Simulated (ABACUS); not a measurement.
# InP (F-43m) in ABACUS: a series of runs, part 2 of 2

ABACUS 3.10.1.

## 3. Single point, SOGGA

File INPUT:

```
INPUT_PARAMETERS
suffix              InP
calculation         scf
basis_type          pw
pseudo_dir          ./
latname             fcc
symmetry            1
dft_functional      GGA_X_SOGGA+GGA_C_PBE
ecutwfc             55
pseudo_rcut         10
nspin               1
nbands              19
ks_solver           dav
smearing_method     fd
smearing_sigma      0.00367493
scf_thr             1e-08
scf_nmax            100
mixing_type         broyden
mixing_beta         0.7
cal_force           1
cal_stress          1
ecutrho             440
out_chg             1
kpar                4
```

File STRU:

```
ATOMIC_SPECIES
In 114.8180 In.pbe-dn-rrkjus_psl.0.2.2.UPF
P 30.9738 P.pbe-n-rrkjus_psl.1.0.0.UPF

LATTICE_CONSTANT
11.0756848164

ATOMIC_POSITIONS
Direct

In
0.0
1
0.0000000000 0.0000000000 0.0000000000 1 1 1

P
0.0
1
0.2500000000 0.2500000000 0.2500000000 1 1 1
```

File KPT:

```
K_POINTS
0
Gamma
6 6 6 0 0 0
```

Potentials or basis: SSSP 1.3 efficiency PBE, plane waves.

Launch:

```console
$ OMP_NUM_THREADS=1 mpirun -np 4 abacus > log
```

running log:

```text
ABACUS v3.10.1

               Atomic-orbital Based Ab-initio Computation at UStc

 ------------------------------------------------------------------------------------

 READING GENERAL INFORMATION
                           global_out_dir = OUT.InP/
                           global_in_card = INPUT
                               pseudo_dir = ./
                              orbital_dir =
                                    DSIZE = 4
                                    GSIZE = 1

 READING UNITCELL INFORMATION
                                    ntype = 2
                  lattice constant (Bohr) = 11.0757
              lattice constant (Angstrom) = 5.861

 READING ATOM TYPE 1
                               atom label = In
                      L=0, number of zeta = 1
                      L=1, number of zeta = 1
                      L=2, number of zeta = 1
             number of atom for this type = 1

 READING ATOM TYPE 2
                               atom label = P
                      L=0, number of zeta = 1
                      L=1, number of zeta = 1
                      L=2, number of zeta = 1
             number of atom for this type = 1

                        TOTAL ATOM NUMBER = 2
DIRECT COORDINATES
    atom                   x                   y                   z     mag                  vx                  vy                  vz
taud_In1            0.0000000000        0.0000000000        0.0000000000  0.0000        0.0000000000        0.0000000000        0.0000000000
taud_P1            0.2500000000        0.2500000000        0.2500000000  0.0000        0.0000000000        0.0000000000        0.0000000000

                          Volume (Bohr^3) = 339.666
                             Volume (A^3) = 50.3332

 Lattice vectors: (Cartesian coordinate: in unit of a_0)
                 -0.5                  +0                +0.5
                   +0                +0.5                +0.5
                 -0.5                +0.5                  +0
 Reciprocal vectors: (Cartesian coordinate: in unit of 2 pi/a_0)
                   -1                  -1                  +1
[... 238 lines left out ...]
 number of pseudo atomic orbitals for P is 2
WARNING: norm of atomic wavefunction # 2 of atomic type P is 0.999973, renormalized

 -------------------------------------------
 SELF-CONSISTENT
 -------------------------------------------
                                 init_chg = atomic

 PW ALGORITHM --------------- ION=   1  ELEC=   1--------------------------------

 Notice: Threshold on eigenvalues was too large.
 hsover_error=0.18 > DRHO=0.0912534
 Origin diag ethr = 0.01
 New diag ethr = 0.000506963

 Density error is 0.0935446398827
                          Error Threshold = 0.000506963297606
----------------------------------------------------------
     Energy           Rydberg                 eV
----------------------------------------------------------
 E_KohnSham     -158.1887120058      -2152.2678425595
 E_Harris       -159.4153287203      -2168.9568191396
 E_Fermi        0.4940456721         6.7218362127
----------------------------------------------------------
[... 63 lines left out ...]
 Density error is 6.41520850028e-10
                          Error Threshold = 1.03722151735e-10
----------------------------------------------------------
     Energy           Rydberg                 eV
----------------------------------------------------------
 E_KohnSham     -158.2146791419      -2152.6211435713
 E_KS(sigma->0) -158.2146783805      -2152.6211332121
 E_Harris       -158.2144903549      -2152.6185749928
 E_band         -4.0156946937        -54.6363292629
 E_one_elec     -60.2609280720       -819.8919885467
 E_Hartree      43.0649514266        585.9287234948
 E_xc           -51.2982967771       -697.9491338638
 E_Ewald        -89.7204041966       -1220.7087239371
 E_entropy(-TS) -0.0000015228        -0.0000207184
 E_descf        0.0000000000         0.0000000000
 E_exx          0.0000000000         0.0000000000
 E_Fermi        0.5285222024         7.1909134723
----------------------------------------------------------

 charge density convergence is achieved
 final etot is -2152.6211436 eV
 EFERMI = 7.1909134723 eV

 STATE ENERGY(eV) AND OCCUPATIONS    NSPIN == 1
 1/4 kpoint (Cartesian) = 0.0000 0.0000 0.0000 (2277 pws)
       1       -7.29151     0.00925926
       2       -7.29151     0.00925926
       3       -7.29151     0.00925926
       4       -7.13579     0.00925926
       5       -7.13579     0.00925926
       6       -4.71470     0.00925926
[... 74 lines left out ...]
      18        19.4049        0.00000
      19        19.4049        0.00000

------------------------------------------------------------------------------------------
 TOTAL-FORCE (eV/Angstrom)
------------------------------------------------------------------------------------------
                       In1         0.0000000000         0.0000000000         0.0000000000
                        P1         0.0000000000         0.0000000000         0.0000000000
------------------------------------------------------------------------------------------

----------------------------------------------------------------
 TOTAL-STRESS (KBAR)
----------------------------------------------------------------
         1.0419924167         0.0000000000         0.0000000000
         0.0000000000         1.0419924167        -0.0000000000
         0.0000000000         0.0000000000         1.0419924167
----------------------------------------------------------------
 TOTAL-PRESSURE: 1.041992 KBAR

 --------------------------------------------
 !FINAL_ETOT_IS -2152.6211435712912134 eV
 --------------------------------------------
```

It took 30 s on 4 MPI ranks of Intel Xeon Platinum 8559C (Emerald Rapids), shared host; peak memory 1 GiB.

What came out:

```
Free energy            : -2152.6211 eV
Pressure               : 0.1 GPa
Band gap on the k mesh : 0.64 eV, direct
```

Caveat: the potentials were made for another functional, which shifts forces and pressure; spin-orbit coupling is left out, which moves the levels of the heavy elements.

## 4. Comparison with measurements

Step 2. A measured gap of InP is 1.4236 eV (direct; 1.6 K; a printed reference work, data compilation); the calculated 1.21 eV misses it by -0.21 eV. Spin-orbit coupling on In is left out. The value is that of MS2, without temperature or zero-point motion.

Step 3. Against the measured gap of InP, 1.4236 eV (direct; 1.6 K; a printed reference work, data compilation), the calculated 0.64 eV is off by -0.79 eV. Spin-orbit coupling on In is left out. The value is that of SOGGA, without temperature or zero-point motion.
